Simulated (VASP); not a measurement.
# Sc (P6_3/mmc) in VASP: relaxation of the atoms with PBEsol+D4+U

Aim: the relaxation of the atoms of Sc with PBEsol+D4+U.

Everything below comes from runs of VASP 6.6.1. Logs are shortened: lines on timing, memory, paths and dates and some standing lists are left out, and cuts for length are marked.

### 1 The undisturbed crystal

The structure is hexagonal, space group P6_3/mmc (No. 194). The conventional cell has a = 3.309 Å, b = 3.309 Å, c = 5.273 Å, α = 90.00°, β = 90.00°, γ = 120.00°. Sc (site symmetry -6m2) is surrounded by 12 Sc at 3.26 to 3.31 Å.

### 2 Relaxation of the atoms, PBEsol+D4+U (atoms moved at random, drawn with an rms of 0.05 Å)

The input, INCAR:

```
SYSTEM = Sc
PREC = Accurate ; ENCUT = 520
EDIFF = 1E-4 ; ISMEAR = 1
SIGMA = 0.1 ; LREAL = .False.
LASPH = .True. ; NELM = 60
ALGO = Fast ; ISIF = 2
LWAVE = .False. ; LCHARG = .False.
LMAXMIX = 4 ; LDAU = .True.
LDAUTYPE = 2 ; LDAUL = 2
LDAUU = 3 ; LDAUJ = 1
LDAUPRINT = 1 ; GGA = PS
IVDW = 13 ; IBRION = 2
NSW = 60 ; EDIFFG = -0.01
POTIM = 0.1
```

The input, KPOINTS:

```
Automatic mesh
0
Gamma
  9 9 5
  0 0 0
```

The input, POSCAR:

```
Sc
1.0
    3.3090000000      0.0000000000      0.0000000000
   -1.6545000000      2.8656780611      0.0000000000
    0.0000000000      0.0000000000      5.2733000000
Sc
2
Direct
    0.6713000000      0.3377700000      0.7553800000
    0.3173420000      0.6500330000      0.2584110000
```

Potentials or basis: VASP PAW PBE potentials, release 64 (Sc_sv).

Launch:

```sh
$ cat potpaw_PBE.64/Sc_sv/POTCAR > POTCAR
$ mpirun -np 1 vasp_std > vasp.out
```

OUTCAR:

```text
SYSTEM = Sc
   PREC = Accurate
   ENCUT = 520
   EDIFF = 1E-4
   ISMEAR = 1
   LREAL = .False.
   LASPH = .True.
   NELM = 60
   ISIF = 2
   GGA = PS
   IVDW = 13
   IBRION = 2
   NSW = 60
   EDIFFG = -0.01
   POTIM = 0.1

 ion  position               nearest neighbor table
   1  0.671  0.338  0.755-   2 3.21   2 3.23   2 3.24   2 3.27   2 3.28   2 3.30
   2  0.317  0.650  0.258-   1 3.21   1 3.23   1 3.24   1 3.27   1 3.28   1 3.30

  LATTYP: Found a hexagonal cell.
 ALAT       =     3.3090000000
 C/A-ratio  =     1.5936234512

  Lattice vectors:

 A1 = (   3.3090000000,   0.0000000000,   0.0000000000)
 A2 = (  -1.6545000000,   2.8656780611,   0.0000000000)
 A3 = (   0.0000000000,   0.0000000000,   5.2733000000)

Analysis of symmetry for initial positions (statically):
=====================================================================
 Subroutine PRICEL returns:
 Original cell was already a primitive cell.

 Routine SETGRP: Setting up the symmetry group for a
 hexagonal supercell.

 Subroutine GETGRP returns: Found  2 space group operations
 (whereof  1 operations were pure point group operations)
 out of a pool of 24 trial point group operations.

The static configuration has the point symmetry C_1 .
 The point group associated with its full space group is S_2 .

Analysis of symmetry for dynamics (positions and initial velocities):
=====================================================================
 Subroutine PRICEL returns:
 Original cell was already a primitive cell.

 Routine SETGRP: Setting up the symmetry group for a
 hexagonal supercell.

 Subroutine GETGRP returns: Found  2 space group operations
 (whereof  1 operations were pure point group operations)
 out of a pool of 24 trial point group operations.

The dynamic configuration has the point symmetry C_1 .
 The point group associated with its full space group is S_2 .

 Subroutine INISYM returns: Found  2 space group operations
 (whereof  1 operations are pure point group operations),
 and found     1 'primitive' translations

----------------------------------------------------------------------------------------

                                     Primitive cell

  volume of cell :      50.0042

  direct lattice vectors                    reciprocal lattice vectors
[... 372 lines left out ...]
  o =  0.0868  v =  0.0000  0.0000  0.0000  0.0000  0.0000 -0.0059  0.9679  0.0028 -0.2506  0.0185      0.0000  0.0000  0.0000  0.0000  0.0000  0.0000  0.0000  0.0000  0.0000  0.0000
  o =  0.0957  v =  0.0000  0.0000  0.0000  0.0000  0.0000  0.0525  0.0011 -0.9913  0.0007  0.1205      0.0000  0.0000  0.0000  0.0000  0.0000  0.0000  0.0000  0.0000  0.0000  0.0000
  o =  0.0957  v =  0.0525  0.0011 -0.9913  0.0007  0.1205  0.0000  0.0000  0.0000  0.0000  0.0000      0.0000  0.0000  0.0000  0.0000  0.0000  0.0000  0.0000  0.0000  0.0000  0.0000

atom =   2  type =  1  l = 2

 onsite density matrix

spin component  1

  0.0844  0.0000 -0.0006  0.0000 -0.0004
  0.0000  0.0867 -0.0000 -0.0004  0.0000
 -0.0006 -0.0000  0.0955 -0.0000 -0.0012
  0.0000 -0.0004 -0.0000  0.0853  0.0000
 -0.0004  0.0000 -0.0012  0.0000  0.0860

spin component  2

  0.0844  0.0000 -0.0006  0.0000 -0.0004
  0.0000  0.0867 -0.0000 -0.0004  0.0000
 -0.0006 -0.0000  0.0955 -0.0000 -0.0012
  0.0000 -0.0004 -0.0000  0.0853  0.0000
 -0.0004  0.0000 -0.0012  0.0000  0.0860

 occupancies and eigenvectors

  o =  0.0843  v =  0.9530 -0.0076  0.0856 -0.0294  0.2890  0.0000  0.0000  0.0000  0.0000  0.0000      0.0000  0.0000  0.0000  0.0000  0.0000  0.0000  0.0000  0.0000  0.0000  0.0000
  o =  0.0843  v =  0.0000  0.0000  0.0000  0.0000  0.0000  0.9530 -0.0076  0.0856 -0.0294  0.2890      0.0000  0.0000  0.0000  0.0000  0.0000  0.0000  0.0000  0.0000  0.0000  0.0000
  o =  0.0852  v =  0.0279  0.2505  0.0039  0.9676  0.0120  0.0000  0.0000  0.0000  0.0000  0.0000      0.0000  0.0000  0.0000  0.0000  0.0000  0.0000  0.0000  0.0000  0.0000  0.0000
  o =  0.0852  v =  0.0000  0.0000  0.0000  0.0000  0.0000  0.0279  0.2505  0.0039  0.9676  0.0120      0.0000  0.0000  0.0000  0.0000  0.0000  0.0000  0.0000  0.0000  0.0000  0.0000
  o =  0.0860  v = -0.2969 -0.0198  0.0997  0.0015  0.9495  0.0000  0.0000  0.0000  0.0000  0.0000      0.0000  0.0000  0.0000  0.0000  0.0000  0.0000  0.0000  0.0000  0.0000  0.0000
  o =  0.0860  v =  0.0000  0.0000  0.0000  0.0000  0.0000 -0.2969 -0.0198  0.0997  0.0015  0.9495      0.0000  0.0000  0.0000  0.0000  0.0000  0.0000  0.0000  0.0000  0.0000  0.0000
  o =  0.0868  v = -0.0059  0.9679  0.0028 -0.2506  0.0185  0.0000  0.0000  0.0000  0.0000  0.0000      0.0000  0.0000  0.0000  0.0000  0.0000  0.0000  0.0000  0.0000  0.0000  0.0000
  o =  0.0868  v =  0.0000  0.0000  0.0000  0.0000  0.0000 -0.0059  0.9679  0.0028 -0.2506  0.0185      0.0000  0.0000  0.0000  0.0000  0.0000  0.0000  0.0000  0.0000  0.0000  0.0000
  o =  0.0957  v =  0.0000  0.0000  0.0000  0.0000  0.0000  0.0525  0.0011 -0.9913  0.0007  0.1205      0.0000  0.0000  0.0000  0.0000  0.0000  0.0000  0.0000  0.0000  0.0000  0.0000
  o =  0.0957  v =  0.0525  0.0011 -0.9913  0.0007  0.1205  0.0000  0.0000  0.0000  0.0000  0.0000      0.0000  0.0000  0.0000  0.0000  0.0000  0.0000  0.0000  0.0000  0.0000  0.0000

--------------------------------------- Ionic step       16  -------------------------------------------

 number of electron      21.9999998 magnetization

 Free energy of the ion-electron system (eV)
  ---------------------------------------------------
  ext. energy  EPLUGINS =         0.00000000
  ---------------------------------------------------
  free energy    TOTEN  =       -11.47787075 eV

  energy without entropy =      -11.47753205  energy(sigma->0) =      -11.47775785

 E-fermi :   3.7675     XC(G=0):  -9.9707

 val. band max:        3.7672888337   @ k =   0.0000  -0.4444   0.4000
 cond. band min:       3.7783244774   @ k =   0.0000   0.1111   0.0000
 fundamental gap:      0.0110356437
 Fermi energy:         3.7674954573

 k-point     1 :       0.0000    0.0000    0.0000
  band No.  band energies     occupation
      1     -46.0878      2.00000
      2     -46.0267      2.00000
      3     -24.9520      2.00000
      4     -24.6390      2.00000
      5     -24.6347      2.00000
      6     -24.5822      2.00000
      7     -24.5794      2.00000
      8     -24.5605      2.00000
      9      -1.6307      2.00000
     10       2.0525      2.00000
     11       3.9095     -0.06206
     12       5.5490     -0.00000
     13       5.5654     -0.00000
     14       5.6624     -0.00000
[... 401 lines left out ...]
      2     -46.0131      2.00000
      3     -24.8629      2.00000
      4     -24.8101      2.00000
      5     -24.8063      2.00000
      6     -24.7208      2.00000
      7     -24.6367      2.00000
      8     -24.6354      2.00000
      9       1.2903      2.00000
     10       3.2440      2.00000
     11       3.2656      2.00000
     12       3.5564      2.01100
     13       5.1177     -0.00000
     14       5.3851     -0.00000
     15       5.4744     -0.00000

 [... further k-points ...]

------------------------ aborting loop because EDIFF is reached ----------------------------------------

  DFT-D4 for vdW energy calculation

  Edisp (eV):   -0.30765
[... 25 lines left out ...]
  FREE ENERGIE OF THE ION-ELECTRON SYSTEM (eV)
  ---------------------------------------------------
  free  energy   TOTEN  =       -11.7855209561 eV

  energy  without entropy=      -11.7851822602  energy(sigma->0) =      -11.78540806

 reached required accuracy - stopping structural energy minimisation
```

CONTCAR:

```text
Sc
   1.00000000000000
     3.3090000000000002    0.0000000000000000    0.0000000000000000
    -1.6545000000000001    2.8656780611000001    0.0000000000000000
     0.0000000000000000    0.0000000000000000    5.2732999999999999
  Sc
     2
Direct
     0.6653535306840231    0.3317157336471777    0.7572001415237507
     0.3232884693159755    0.6560872663528220    0.2565908584762542

  0.00000000E+00  0.00000000E+00  0.00000000E+00
  0.00000000E+00  0.00000000E+00  0.00000000E+00
```

Run time: 7.7 min. Hardware: 1 thread of Intel Xeon Platinum 8488C (Sapphire Rapids), shared host; peak memory 0.28 GiB.

The run converged, but some of its settings lie outside the range that counts as converged (typed here: EDIFF = 0.0001; IBRION = 2; POTIM = 0.1; LMAXMIX = 4), so its numbers aren't taken as properties of the crystal.

Results:

* Free energy: -11.7855 eV
* Energy gained by relaxing: 1.5 meV/atom
* Ionic steps: 16
* Pressure after relaxing: -0.5 GPa
* Band gap on the k mesh: none (metal or under the smearing width)
* Dispersion energy per atom: -0.154 eV

Caveat: the PAW data sets were made with another functional, which shifts forces and pressure a little; U without spin polarisation on a metal has little footing; pairwise dispersion overbinds metals, which lowers pressure and volume; the U is typed as a test and isn't derived for this compound.

### 3 For comparison

An earlier run on the cell as given: functional PBE; potentials or basis VASP PAW PBE potentials, release 64 (Sc_sv); cutoff 520 eV; k mesh 9 × 9 × 5; occupations fermi-dirac, width 0.05 eV; no spin polarisation.

* Pressure: -0.6 GPa
* Band gap on the k mesh: none (metal or under the smearing width)
